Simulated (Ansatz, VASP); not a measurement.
**Two plane-wave programs on CaB2**

Contents of INCAR:

```
SYSTEM = CaB2
ALGO = Normal
EDIFF = 1E-6
ENCUT = 520
GGA = PS
ISIF = 2
ISMEAR = 0
LASPH = .True.
LCHARG = .True.
LELF = .True.
LREAL = .False.
LVHAR = .True.
LWAVE = .False.
NBANDS = 15
NELM = 60
PREC = Accurate
SIGMA = 0.1
```

File KPOINTS:

```
k-points
0
Gamma
  15 15 10
  0 0 0
```

Contents of POSCAR:

```
CaB2
1.0
    3.1047615983      0.0000000000      0.0000000000
   -1.5523807991      2.6888024168      0.0000000000
    0.0000000000      0.0000000000      4.1580541677
Ca B
1 2
Direct
    0.0000000000      0.0000000000      0.0000000000
    0.3333333300      0.6666666700      0.5000000000
    0.6666666700      0.3333333300      0.5000000000
```

Input for Ansatz:

```yaml
crystal:
  lattice:
    - [3.1047615983, 0.0, 0.0]
    - [-1.5523807991, 2.6888024168, 0.0]
    - [0.0, 0.0, 4.1580541677]
  atoms:
    - { symbol: Ca, position: [0.0, 0.0, 0.0] }
    - { symbol: B, position: [0.33333333, 0.66666667, 0.5] }
    - { symbol: B, position: [0.66666667, 0.33333333, 0.5] }
basis:
  ecutwfc: 420
kpoints:
  mp_grid: { grid: [15, 15, 10] }
hamiltonian:
  xc: pbesol
scf:
  occupations: { method: gaussian, width: 0.1 }
output:
  forces: true
  stress: true
  eigenvalues: true
  populations: true
```

Alike in both runs: task single point; functional PBEsol; k mesh 15 × 15 × 10; occupations gaussian, width 0.1 eV; no spin polarisation.

```csv
,VASP,Ansatz
version,VASP 6.6.1,Ansatz 0.2.0
potentials or method,"VASP PAW PBE potentials, release 64 (Ca_sv, B)","scalar-relativistic, plane waves, PAW"
plane-wave cutoff (eV),520,420
valence electrons in the cell,16,16
```

Ansatz gave:

* gap on the k mesh at the Fermi level (eV): none
* pressure (GPa): 4.3
* largest component of the traceless stress (GPa): 11.23

Question: Which values does VASP return?

Answer: gap on the k mesh at the Fermi level (eV): none; pressure (GPa): 4.7; largest component of the traceless stress (GPa): 11.10.

A gap of «none» marks a metal or a gap that the smearing closes.

Caveats: the PAW data sets were made with another functional, which shifts forces and pressure a little (VASP).
